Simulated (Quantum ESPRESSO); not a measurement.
Nb:

```
Nb
1.0
    -1.66395    1.66395    1.66395
     1.66395   -1.66395    1.66395
     1.66395    1.66395   -1.66395
Nb
1
Direct
  0.00000 0.00000 0.00000
```

Base run:

| Item | Value |
| --- | --- |
| Program | Quantum ESPRESSO 7.5 |
| Functional | TPSS |
| Potentials or basis | SG15 PBE 1.2 |
| Cutoff | 952 eV |
| Density cutoff | 3810 eV |
| k mesh | 8 × 8 × 8 |
| Occupations | fermi-dirac, width 0.05 eV |
| Spin | no spin polarisation |

Its results: band gap on the k mesh none (metal or under the smearing width); pressure -4.7 GPa.

**Question.** The run is repeated on the same cell with these changes: functional from TPSS to PBE. What comes out?

**Answer.** Band gap on the k mesh none (metal or under the smearing width); pressure -2.5 GPa.

Caveats: the potentials were made for another functional, which shifts forces and pressure (some runs).

Not every run made on this cell is shown here.
